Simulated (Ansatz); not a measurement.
# How fast does N move in BN?

Level of theory: DFT PBE+D3(BJ), scalar-relativistic, plane waves, PAW in Ansatz 0.2.0. Run with 420 eV cutoff, 2×2×2 k-mesh, shifted by half a step, Gaussian smearing of 0.02 eV, collinear spin.

Host crystal, relaxed:

```
B N
1.0
     1.25306    0.72345    3.29488
    -1.25306    0.72345    3.29488
     0.00000   -1.44691    3.29488
B N
1 1
Direct
  0.99970 0.99970 0.99970
  0.33274 0.33274 0.33274
```

In a supercell of 32 host sites, interstitial N hops to an equivalent place, moving 0.66 Å. Climbing-image nudged elastic band at fixed cell; the order of the saddle wasn't checked, and the small cell leaves errors of about a tenth of an eV.

| image | path (Å) | E − E(0) (eV) |
| --- | --- | --- |
| 0 | 0.00 | 0.000 |
| 1 | 0.24 | 0.039 |
| 2 | 0.48 | 0.036 |
| 3 | 0.72 | 0.006 |
| 4 | 0.96 | 0.060 |
| 5 | 1.14 | 0.020 |
| 6 | 1.32 | 0.000 |

Task: What are the barriers forward and back, and what attempt frequency does the shape suggest?

Result: Forward 0.06 eV, back 0.06 eV, the ends being level. For a sinusoidal profile E_b sin²(πx/l), with the N atom alone moving, ν = (1/l)√(E_b/2m) = 6.9×10¹² s⁻¹, within an order of magnitude of the customary 10¹³ s⁻¹; a true prefactor needs the vibrations at the minimum and at the saddle.

Task: With ν = 10¹³ s⁻¹, give the forward jump rate along this one path, the wait 1/k for that jump, the diffusivity D ≈ l²k and the distance √(Dt) covered in an hour at 300, 600 and 1000 K, taking the host as solid throughout.

Result: k = ν exp(−E_b/k_BT):
```
T (K) k (1/s) wait (s) D (cm²/s)  √(Dt) in 1 h (nm)
  300  9.9×10¹¹  1.0×10⁻¹²   4.3×10⁻⁵            3.9×10⁶
  600  3.1×10¹²  3.2×10⁻¹³   1.4×10⁻⁴            7.0×10⁶
 1000  5.0×10¹²  2.0×10⁻¹³   2.1×10⁻⁴            8.8×10⁶
```

D = l²k holds for six equivalent jumps in three dimensions (z l²k/6) and is a scale otherwise. Long-range transport needs a connected net of such jumps, and traps slow it. D is that of an interstitial already there; self-diffusion in the crystal is slower by the defects' share of the sites. An error of 0.1 eV in the barrier changes k by a factor of 48 at 300 K and 3.2 at 1000 K.

Cost: 1 run of about 66 core-minutes, on Arm Neoverse N1 (shared hosts).